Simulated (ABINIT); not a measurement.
# Rh (P6_3/mmc) in ABINIT: a series of runs, part 2 of 2

ABINIT 10.8.3 (patched build). Earlier steps stand in the parts before.

**4. Relaxation of cell and atoms, PBEsol, target pressure 20 GPa, at which the enthalpy is minimised**

The input, run.abi:

```
# Pseudopotentials
pp_dirpath "./"
pseudos "Rh.GGA_PBE-JTH.xml"

# Structure
acell 2.7309790422 2.7309790422 4.428489 Angstrom
rprim
     1.0000000000     0.0000000000     0.0000000000
    -0.5000000000     0.8660254038     0.0000000000
     0.0000000000     0.0000000000     1.0000000000
ntypat 1
znucl 45
natom 2
typat 1 1
xcart
    -0.0000000001     1.5767314853     1.1071222500
     1.3654895212     0.7883657425     3.3213667500 Angstrom
chkprim 0
chksymtnons 0
tolsym 1.0e-6

# Plane-wave basis
ecut 16.0
pawecutdg 32.0
pawxcdev 0

# k points
kptopt 1
ngkpt 11 11 6
nshiftk 1
shiftk 0.0 0.0 0.0

# Exchange and correlation
ixc -116133

# Bands and occupations
nband 21
occopt 3
tsmear 0.00183747

# SCF cycle
nstep 100
tolvrs 1.0e-9

# Output
iomode 3
prtwf 0
prtden 0
prteig 0
prtebands 0

# Relaxation
ionmov 2
ntime 60
tolmxf 5.0e-5
optcell 2
dilatmx 1.08
ecutsm 0.5
strtarget 3*-6.797862e-04 3*0.0
```

Potentials or basis: JTH PAW PBE v2.0.

The run is started by

```
abinit run.abi > log 2>&1
```

run.abo:

```text
.Version 10.8.3 of ABINIT
 Symmetries : space group P6_3/m m c (#194); Bravais hP (primitive hexag.)
================================================================================
 Values of the parameters that define the memory need of the present run
     intxc =       0    ionmov =       2      iscf =      17    lmnmax =      18
     lnmax =       6     mgfft =      36  mpssoang =       3    mqgrid =    3001
     natom =       2  nloc_mem =       2    nspden =       1   nspinor =       1
    nsppol =       1      nsym =      24    n1xccc =       1    ntypat =       1
    occopt =       3   xclevel =       2
       mpw =         768          nfft =       20736          nkpt =          64
 PAW method is used; the additional fine FFT grid is defined by:
   mgfftf=        48    nfftf =     43200
================================================================================
================================================================================

--------------------------------------------------------------------------------
------------- Echo of variables that govern the present computation ------------
--------------------------------------------------------------------------------
 -outvars: echo values of preprocessed input variables --------
            acell      5.1608024454E+00  5.1608024454E+00  8.3686313616E+00 Bohr
              amu      1.02905500E+02
          chkprim           0
      chksymtnons           0
          dilatmx      1.08000000E+00
             ecut      1.60000000E+01 Hartree
           ecutsm      5.00000000E-01 Hartree
           ionmov           2
                       outvar_i_n : Printing only first  50 k-points.
              ixc     -116133
[... 748 lines left out ...]
total_energy_dc_eV  : -6.06280182887382E+03
...

--- !EnergyTermsWithPAWCore
iteration_state     : {dtset: 1, itime: 6, icycle: 1, }
comment             : 'Components of total free energy, including PAW core contributions'
Total energy        : -9.56405726806171E+03
Total energy DC     : -9.56405726699266E+03
Total energy (eV)   : -2.60251256399909E+05
Total energy DC (eV): -2.60251256370819E+05
...

 Cartesian components of stress tensor (hartree/bohr^3)
  sigma(1 1)= -6.79854492E-04  sigma(3 2)=  0.00000000E+00
  sigma(2 2)= -6.79854494E-04  sigma(3 1)=  0.00000000E+00
  sigma(3 3)= -6.79811121E-04  sigma(2 1)=  0.00000000E+00

-Cartesian components of stress tensor (GPa)         [Pressure=  2.0002E+01 GPa]
- sigma(1 1)= -2.00020097E+01  sigma(3 2)=  0.00000000E+00
- sigma(2 2)= -2.00020098E+01  sigma(3 1)=  0.00000000E+00
- sigma(3 3)= -2.00007337E+01  sigma(2 1)=  0.00000000E+00

== END DATASET(S) ==============================================================
================================================================================

 -outvars: echo values of variables after computation  --------
            acell      4.9774514785E+00  4.9774514786E+00  8.0559347900E+00 Bohr
           etotal     -2.2280385770E+02
            fcart      1.6229059599E-28  1.4054777892E-28 -0.0000000000E+00
                      -1.6229059599E-28 -1.4054777892E-28 -0.0000000000E+00
            rprim      1.0000000000E+00  0.0000000000E+00  0.0000000000E+00
                      -4.9999999999E-01  8.6602540379E-01  0.0000000000E+00
                       0.0000000000E+00  0.0000000000E+00  1.0000000000E+00
           strten     -6.7985449235E-04 -6.7985449412E-04 -6.7981112111E-04
                       0.0000000000E+00  0.0000000000E+00  0.0000000000E+00
           xangst      1.5815882179E-16  1.5207139869E+00  1.0657542751E+00
                       1.3169769445E+00  7.6035699344E-01  3.1972628254E+00
             xred      3.3333333333E-01  6.6666666667E-01  2.5000000000E-01
                       6.6666666667E-01  3.3333333334E-01  7.5000000000E-01
 Calculation completed.
```

Run time: 2 min. Hardware: 1 thread of Intel Xeon 6975P-C (Granite Rapids), shared host; peak memory 0.13 GiB.

What came out:

```
Free energy                                            : -6062.8018 eV
Relaxed volume                                         : 12.81 Å³/atom
Relaxed cell                                           : a = 2.634 Å, b = 2.634 Å, c = 4.263 Å, α = 90.00°, β = 90.00°, γ = 120.00°
Space group after relaxing (to 0.05 Å)                 : P6_3/mmc (No. 194)
Energy change on relaxing (the enthalpy is what falls) : +15.1 meV/atom
Ionic steps                                            : 6
Pressure after relaxing                                : 20.0 GPa
Band gap on the k mesh                                 : none (metal or under the smearing width)
Valence electrons inside the program's atomic spheres  : Rh 14.97 (radii [1.1708] Å)
```

The path:
```tsv
step	energy change (eV)	largest force (eV/Å)	pressure (GPa)	volume (Å³)
1	0.0000	0.0000	-13.14	28.60
2	0.0084	0.0000	17.22	25.80
3	0.0344	0.0000	20.52	25.58
4	0.0301	0.0000	19.99	25.61
5	0.0302	0.0000	20.00	25.61
6	0.0302	0.0000	20.00	25.61
```

Final structure:
```
CELL_PARAMETERS angstrom
2.63395 0.00000 0.00000
-1.31698 2.28107 0.00000
0.00000 0.00000 4.26302
ATOMIC_POSITIONS crystal
Rh 0.33333 0.66667 0.25000
Rh 0.66667 0.33333 0.75000
```

Caveat: the PAW data sets were made with another functional, which shifts forces and pressure a little.

**5. The runs side by side**

| cell | gap on the mesh (eV) | pressure (GPa) |
| --- | --- | --- |
| relaxed | none | 0.0 |
| relaxed to 10 GPa | none | 10.0 |
| relaxed to 20 GPa | none | 20.0 |

Alike in all rows: task relaxation of cell and atoms; level PBEsol; potentials or basis JTH PAW PBE v2.0; no spin polarisation; k mesh 11 × 11 × 6; cutoff (eV) 435; smearing fermi-dirac 0.05 eV.

Caveats: the PAW data sets were made with another functional, which shifts forces and pressure a little.

Total energies depend on the potentials used, so only differences within one code and one set of settings carry meaning.
